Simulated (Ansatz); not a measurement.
# SnO: the cost of one run

Computed with Ansatz 0.2.0 (plane waves, PAW, unless a step's input says otherwise).

2 further runs of the same task are left out: 2 that didn't finish. Runs told in other sessions of the task aren't counted.

### 1 Starting point

Symmetry: P6_3mc, No. 186, hexagonal system. Conventional cell: a = 3.298 Å, b = 3.298 Å, c = 9.216 Å, α = 90.00°, β = 90.00°, γ = 120.00°. Sn (site symmetry 3m) has 3 O at 2.16 Å in its first shell of neighbours. O (site symmetry 3m) has 3 Sn at 2.16 Å in its first shell of neighbours.

Coordinates:

```
Sn O
1.0
     3.29816    0.00000    0.00000
    -1.64908    2.85629    0.00000
     0.00000    0.00000    9.21637
Sn O
2 2
Direct
  0.33333 0.66667 0.99336
  0.66667 0.33333 0.49336
  0.33333 0.66667 0.38164
  0.66667 0.33333 0.88164
```

The cell was relaxed beforehand with r2SCAN; those runs aren't shown. No run includes spin-orbit coupling, which matters for Sn.

### 2 PBE, anion s p, 6×6×2

The input, input.yaml:

```yaml
crystal:
  lattice:
    - [3.2981563157, 0.0, 0.0]
    - [-1.6490781578, 2.856287155, 0.0]
    - [0.0, 0.0, 9.2163706585]
  atoms:
    - { symbol: Sn, position: [0.3333333333, 0.6666666667, -0.0066374709] }
    - { symbol: Sn, position: [0.6666666667, 0.3333333333, 0.4933625291] }
    - { symbol: O, position: [0.3333333333, 0.6666666667, 0.3816374709] }
    - { symbol: O, position: [0.6666666667, 0.3333333333, 0.8816374709] }
kpoints:
  mp_grid: { grid: [9, 9, 2] }
  band_path:
    path:
      - [[0.0, 0.0, 0.0], [0.5, 1.085722710158e-18, -6.980977335087e-19], [0.3333333333333, 0.3333333333333, 1.224423747608e-20], [0.0, 0.0, 0.0], [1.406710000348e-36, -9.001343608197e-36, 0.5], [0.5, 1.154687108409e-18, 0.5], [0.3333333333333, 0.3333333333333, 0.5], [1.406710000348e-36, -9.001343608197e-36, 0.5]]
      - [[0.5, 1.154687108409e-18, 0.5], [0.5, 1.085722710158e-18, -6.980977335087e-19]]
      - [[0.3333333333333, 0.3333333333333, 0.5], [0.3333333333333, 0.3333333333333, 1.224423747608e-20]]
    npoints: 10
hamiltonian:
  xc: pbe
scf:
  occupations: { method: fixed }
  n_extra_bands: 6
output:
  forces: false
  stress: false
  eigenvalues: true
  wannier:
    kmesh: [6, 6, 2]
    projections: [{ species: O, l: s, shell: 2 }, { species: O, l: p, shell: 2 }]
    minimise: true
    write_hr: true
    conv_tol: 1.0e-08
    max_iter: 3000
  write_density: true
  write_potential: true
  elf: true
  volumetric_format: npy
```

Launch:

```bash
ansatz run input.yaml --threads 4 --pin off --max-ram 3686MiB --backend cpu --events-out ev --progress --plain --runs-dir out
```

What time and memory should one allow on 4 threads of AMD EPYC 9R45 (Zen 5), shared host?

About 1.3 s, with a peak of 0.46 GiB.
